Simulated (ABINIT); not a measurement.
# SrO (Fm-3m) in ABINIT: further runs, part 2 of 2

ABINIT 10.8.3 (patched build). The steps go on from the part before.

## 4. Equation of state, AM05

run.abi reads:

```
# Datasets: one volume each
ndtset 7
getwfk -1
scalecart1 3*0.9795861087
scalecart2 3*0.9864848297
scalecart3 3*0.9932883884
scalecart4 3*1.0000000000
scalecart5 3*1.0066227096
scalecart6 3*1.0131594038
scalecart7 3*1.0196128224

# Pseudopotentials
pp_dirpath "./"
pseudos "Sr.GGA_PBE-JTH.xml, O.GGA_PBE-JTH.xml"

# Structure
acell 6.8583759662 6.8583759662 6.8583759662
rprim
     0.0000000000     0.7071067812     0.7071067812
     0.7071067812     0.0000000000     0.7071067812
     0.7071067812     0.7071067812     0.0000000000
ntypat 2
znucl 38 8
natom 2
typat 1 2
xred
     0.5000000000     0.5000000000     0.5000000000
     0.0000000000     0.0000000000     0.0000000000

# Plane-wave basis
ecut 23.0
pawecutdg 45.0

# k points
kptopt 1
ngkpt 9 9 9
nshiftk 1
shiftk 0.0 0.0 0.0

# Exchange and correlation
ixc -120135

# Bands and occupations
nband 12
occopt 3
tsmear 0.00183747

# SCF cycle
nstep 100
tolvrs 1.0e-9

# Output
iomode 3
prtwf 1
prtden 0
prteig 0
prtebands 0
```

Potentials or basis: JTH PAW PBE v2.0.

Run with:

```console
$ abinit run.abi > log 2>&1
```

run.abo:

```text
.Version 10.8.3 of ABINIT
 DATASET    1 : space group Fm -3 m (#225); Bravais cF (face-center cubic)
================================================================================
 Values of the parameters that define the memory need for DATASET  1.
     intxc =       0    ionmov =       0      iscf =      17    lmnmax =      18
     lnmax =       6     mgfft =      30  mpssoang =       3    mqgrid =    3001
     natom =       2  nloc_mem =       2    nspden =       1   nspinor =       1
    nsppol =       1      nsym =      48    n1xccc =       1    ntypat =       2
    occopt =       3   xclevel =       2
       mpw =        1147          nfft =       27000          nkpt =          35
 PAW method is used; the additional fine FFT grid is defined by:
   mgfftf=        45    nfftf =     91125
================================================================================
================================================================================
[... 71 lines left out ...]
 DATASET    7 : space group Fm -3 m (#225); Bravais cF (face-center cubic)
[... 1429 lines left out ...]
                      -0.0000000000E+00 -0.0000000000E+00 -0.0000000000E+00
            fcart5    -0.0000000000E+00 -0.0000000000E+00 -0.0000000000E+00
                      -0.0000000000E+00 -0.0000000000E+00 -0.0000000000E+00
[... 38 lines left out ...]
                       0.0000000000E+00  0.0000000000E+00  0.0000000000E+00
           xangst1     2.5139118291E+00  2.5139118291E+00  2.5139118291E+00
                       0.0000000000E+00  0.0000000000E+00  0.0000000000E+00
           xangst2     2.5316160168E+00  2.5316160168E+00  2.5316160168E+00
                       0.0000000000E+00  0.0000000000E+00  0.0000000000E+00
           xangst3     2.5490759895E+00  2.5490759895E+00  2.5490759895E+00
                       0.0000000000E+00  0.0000000000E+00  0.0000000000E+00
           xangst4     2.5662999983E+00  2.5662999983E+00  2.5662999983E+00
                       0.0000000000E+00  0.0000000000E+00  0.0000000000E+00
           xangst5     2.5832958579E+00  2.5832958579E+00  2.5832958579E+00
                       0.0000000000E+00  0.0000000000E+00  0.0000000000E+00
           xangst6     2.6000709763E+00  2.6000709763E+00  2.6000709763E+00
                       0.0000000000E+00  0.0000000000E+00  0.0000000000E+00
           xangst7     2.6166323844E+00  2.6166323844E+00  2.6166323844E+00
                       0.0000000000E+00  0.0000000000E+00  0.0000000000E+00
             xred      5.0000000000E-01  5.0000000000E-01  5.0000000000E-01
                       0.0000000000E+00  0.0000000000E+00  0.0000000000E+00
 Calculation completed.
```

It took 3 min on 1 thread of Intel Xeon Platinum 8259CL at 2.50GHz (Skylake/Cascade Lake), shared host; peak memory 0.15 GiB.

What came out:

```
Equilibrium volume                      : 16.95 Å³/atom
Bulk modulus                            : 89 GPa
Pressure derivative of the bulk modulus : 4.5
```

Energy against volume, from the lowest point:
| volume (Å³/atom) | energy (meV/atom) |
| --- | --- |
| 15.887 | 20.77 |
| 16.225 | 9.26 |
| 16.563 | 2.48 |
| 16.901 | 0.00 |
| 17.239 | 1.35 |
| 17.577 | 6.10 |
| 17.915 | 13.94 |

Caveat: pressures at fixed basis lie under the slope of the energies; the PAW data sets were made with another functional, which shifts forces and pressure a little.

## 5. Equation of state, LDA

Edit run.abi of step 4 so:

```diff
@@ -13,10 +13,10 @@
 pp_dirpath "./"
-pseudos "Sr.GGA_PBE-JTH.xml, O.GGA_PBE-JTH.xml"
+pseudos "Sr.LDA_PW-JTH.xml, O.LDA_PW-JTH.xml"
 
 # Structure
-acell 6.8583759662 6.8583759662 6.8583759662
+acell 3*1.0
 rprim
-     0.0000000000     0.7071067812     0.7071067812
-     0.7071067812     0.0000000000     0.7071067812
-     0.7071067812     0.7071067812     0.0000000000
+     0.0000000000     4.8496041536     4.8496041536
+     4.8496041536     0.0000000000     4.8496041536
+     4.8496041536     4.8496041536     0.0000000000
 ntypat 2
@@ -30,4 +30,4 @@
 # Plane-wave basis
-ecut 23.0
-pawecutdg 45.0
+ecut 18.0
+pawecutdg 36.0
 
@@ -40,3 +40,3 @@
 # Exchange and correlation
-ixc -120135
+ixc 7
 
@@ -57 +57,2 @@
 prtebands 0
+enunit 2
```

Potentials or basis: JTH PAW LDA v2.0.

Run with:

```console
$ abinit run.abi > log 2>&1
```

run.abo:

```text
.Version 10.8.3 of ABINIT
 DATASET    1 : space group Fm -3 m (#225); Bravais cF (face-center cubic)
================================================================================
 Values of the parameters that define the memory need for DATASET  1.
     intxc =       0    ionmov =       0      iscf =      17    lmnmax =      18
     lnmax =       6     mgfft =      27  mpssoang =       3    mqgrid =    3001
     natom =       2  nloc_mem =       2    nspden =       1   nspinor =       1
    nsppol =       1      nsym =      48    n1xccc =       1    ntypat =       2
    occopt =       3   xclevel =       1
       mpw =         797          nfft =       19683          nkpt =          35
 PAW method is used; the additional fine FFT grid is defined by:
   mgfftf=        40    nfftf =     64000
================================================================================
================================================================================
[... 71 lines left out ...]
 DATASET    7 : space group Fm -3 m (#225); Bravais cF (face-center cubic)
[... 1535 lines left out ...]
                      -0.0000000000E+00 -0.0000000000E+00 -0.0000000000E+00
            fcart5    -0.0000000000E+00 -0.0000000000E+00 -0.0000000000E+00
                      -0.0000000000E+00 -0.0000000000E+00 -0.0000000000E+00
[... 38 lines left out ...]
                       0.0000000000E+00  0.0000000000E+00  0.0000000000E+00
           xangst1     2.5139118290E+00  2.5139118290E+00  2.5139118290E+00
                       0.0000000000E+00  0.0000000000E+00  0.0000000000E+00
           xangst2     2.5316160167E+00  2.5316160167E+00  2.5316160167E+00
                       0.0000000000E+00  0.0000000000E+00  0.0000000000E+00
           xangst3     2.5490759894E+00  2.5490759894E+00  2.5490759894E+00
                       0.0000000000E+00  0.0000000000E+00  0.0000000000E+00
           xangst4     2.5662999982E+00  2.5662999982E+00  2.5662999982E+00
                       0.0000000000E+00  0.0000000000E+00  0.0000000000E+00
           xangst5     2.5832958579E+00  2.5832958579E+00  2.5832958579E+00
                       0.0000000000E+00  0.0000000000E+00  0.0000000000E+00
           xangst6     2.6000709762E+00  2.6000709762E+00  2.6000709762E+00
                       0.0000000000E+00  0.0000000000E+00  0.0000000000E+00
           xangst7     2.6166323843E+00  2.6166323843E+00  2.6166323843E+00
                       0.0000000000E+00  0.0000000000E+00  0.0000000000E+00
             xred      5.0000000000E-01  5.0000000000E-01  5.0000000000E-01
                       0.0000000000E+00  0.0000000000E+00  0.0000000000E+00
 Calculation completed.
```

Wall time 100 s (1 thread of Intel Xeon Platinum 8259CL at 2.50GHz (Skylake/Cascade Lake), shared host); peak memory 0.12 GiB.

What came out:

```
Equilibrium volume                      : 16.21 Å³/atom
Bulk modulus                            : 104 GPa
Pressure derivative of the bulk modulus : 4.4
```

Energy against volume, from the lowest point:
```csv
volume (Å³/atom),energy (meV/atom)
15.887,2.07
16.225,0.00
16.563,2.43
16.901,8.95
17.239,19.17
17.577,32.50
17.915,48.86
```

Caveat: the cutoff is too short for stress, so the log's stress isn't used; pressures at fixed basis lie under the slope of the energies.

## 6. Band structure, PBEsol

run.abi reads:

```
# Datasets: ground state, then fixed potential
ndtset 2

# Pseudopotentials
pp_dirpath "./"
pseudos "Sr.upf, O.upf"

# Structure
acell 3*1.0 Angstrom
rprim
     0.0000000000     2.5663000000     2.5663000000
     2.5663000000     0.0000000000     2.5663000000
     2.5663000000     2.5663000000     0.0000000000
ntypat 2
znucl 38 8
natom 2
typat 1 2
xred
     0.5000000000     0.5000000000     0.5000000000
     0.0000000000     0.0000000000     0.0000000000

# Plane-wave basis
ecut 46.0

# Exchange and correlation
ixc -116133

# Bands and occupations
occopt 3
tsmear 0.05 eV

# SCF cycle
nstep 100

# Output
iomode 3
prtwf 0
prteig 0
prtebands 0
prtden1 1

# Dataset 1
kptopt1 1
ngkpt1 9 9 9
nshiftk1 1
shiftk1 0.0 0.0 0.0
nband1 12
tolvrs1 1.0e-10

# Dataset 2: bands along G-X-W-K-G-L-U-W-L-K
iscf2 -2
getden2 1
nband2 16
nbdbuf2 2
tolwfr2 1.0e-12
kptopt2 -9
ndivsm2 5
prteig2 1
prtvol2 -3
kptbounds2
     0.0000000000     0.0000000000     0.0000000000
     0.5000000000     0.0000000000     0.5000000000
     0.5000000000     0.2500000000     0.7500000000
     0.3750000000     0.3750000000     0.7500000000
     0.0000000000     0.0000000000     0.0000000000
     0.5000000000     0.5000000000     0.5000000000
     0.6250000000     0.2500000000     0.6250000000
     0.5000000000     0.2500000000     0.7500000000
     0.5000000000     0.5000000000     0.5000000000
     0.3750000000     0.3750000000     0.7500000000
```

Potentials or basis: PseudoDojo NC SR PBEsol v0.4 stringent.

Run with:

```console
$ abinit run.abi > log 2>&1
```

Run time: 3 min. Hardware: 1 thread of Intel Xeon Platinum 8259CL at 2.50GHz (Skylake/Cascade Lake), shared host; peak memory 0.15 GiB.

It converged, with:

| Item | Value |
| --- | --- |
| Free energy | -1382.9083 eV |
| Pressure | -0.7 GPa |
| Band gap on the k mesh | 3.26 eV, indirect (least direct gap 3.35 eV) |
| Band gap along the path | 3.21 eV, indirect (least direct gap 3.28 eV) |
| Valence electrons inside the program's atomic spheres | Sr 6.77; O 6.10 |

Levels at the corners of the path, in eV from the valence-band top:
```csv
point,band 5,band 6,band 7,band 8,band 9,band 10,band 11,band 12
Γ,-13.80,0.00,0.00,0.00,3.90,6.23,6.23,6.23
X,-14.19,-0.40,-0.07,-0.07,3.21,7.85,10.22,10.29
W,-13.23,-1.13,-0.42,-0.42,5.98,5.98,8.70,11.28
K,-13.41,-0.96,-0.56,-0.45,4.74,7.87,8.81,10.26
Γ,-13.80,0.00,0.00,0.00,3.90,6.23,6.23,6.23
L,-12.62,-2.20,-1.13,-1.13,6.55,8.30,8.93,8.93
U,-13.41,-0.96,-0.56,-0.45,4.74,7.87,8.81,10.26
W,-13.23,-1.13,-0.42,-0.42,5.98,5.98,8.70,11.28
L,-12.62,-2.20,-1.13,-1.13,6.55,8.30,8.93,8.93
K,-13.41,-0.96,-0.56,-0.45,4.74,7.87,8.81,10.26
```

## 7. Overview

| task | level | potentials or basis | cutoff (eV) | fine-grid cutoff | gap on the mesh (eV) | pressure (GPa) | V0 of scaled cells (Å³/atom) | B0 (GPa) |
| --- | --- | --- | --- | --- | --- | --- | --- | --- |
| band structure | BLYP | JTH PAW PBE v2.0 | 626 | 1224.51 eV | 3.50 | 5.9 | - | - |
| equation of state | BLYP+D3(BJ) | JTH PAW PBE v2.0 | 626 | 1224.51 eV | - | - | 16.96 | 92 |
| equation of state | AM05 | JTH PAW PBE v2.0 | 626 | 1224.51 eV | - | - | 16.95 | 89 |
| equation of state | LDA | JTH PAW LDA v2.0 | 490 | 979.61 eV | - | - | 16.21 | 104 |
| band structure | PBEsol | PseudoDojo NC SR PBEsol v0.4 stringent | 1252 | - | 3.26 | -0.7 | - | - |

Alike in all rows: no spin polarisation; cell as given; k mesh 9 × 9 × 9; smearing fermi-dirac 0.05 eV.

Caveats: the PAW data sets were made with another functional, which shifts forces and pressure a little (some runs); pressures at fixed basis lie under the slope of the energies (some runs).

Total energies depend on the potentials used, so only differences within one code and one set of settings carry meaning.
